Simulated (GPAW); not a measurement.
Runs of GPAW 26.7.0 on MnSi. The structure is cubic, space group F-43m (No. 216). The conventional cell has a = 5.054 Å, b = 5.054 Å, c = 5.054 Å, α = 90.00°, β = 90.00°, γ = 90.00°. Mn (site symmetry -43m) is surrounded by 4 Si at 2.19 Å. Si (site symmetry -43m) has 4 Mn at 2.19 Å as nearest neighbours. The cell was built by a generator and needn't be a form met in nature.

| task | level | potentials or basis | eigensolver | series job | gap on the mesh (eV) | pressure (GPa) | moment (μB) |
| --- | --- | --- | --- | --- | --- | --- | --- |
| hyperfine couplings | LDA | the program's PAW data sets (release 1.2.1) made for this functional, pw | - | - | none | 9.7 | 1.90 |
| hyperfine couplings | PBEsol | PAW data sets generated in the run's folder for this functional, pw | - | - | none | 14.8 | 1.99 |
| hyperfine couplings | WC | PAW data sets generated in the run's folder for this functional, pw | - | - | none | (a) | 1.99 |
| hyperfine couplings | BLYP | PAW data sets generated in the run's folder for this functional, pw | davidson | - | none | 22.8 | 1.95 |
| hyperfine couplings | PBE | GPAW PAW data sets (gpaw-data 1.2.1), pw | - | - | none | 19.5 | 2.02 |
| hyperfine couplings | AM05 | PAW data sets generated in the run's folder for this functional, pw | - | - | none | 14.1 | 1.96 |
| hyperfine couplings | RPBE | the program's PAW data sets (release 1.2.1) made for this functional, pw | - | - | none | (b) | 2.05 |

Alike in all rows: spin collinear, ferromagnetic start; cell as given; k mesh 9 × 9 × 9; cutoff (eV) 510; smearing fermi-dirac 0.05 eV.

Question: Estimate the missing entries.

Answer: (a) 15.0; (b) 23.0.

Caveats: the cutoff is short for stress and forces, so pressures can be off by a GPa or more; the dipolar part lacks the spin inside other atoms' spheres.

A gap of «none» marks a metal or a gap under the smearing width.
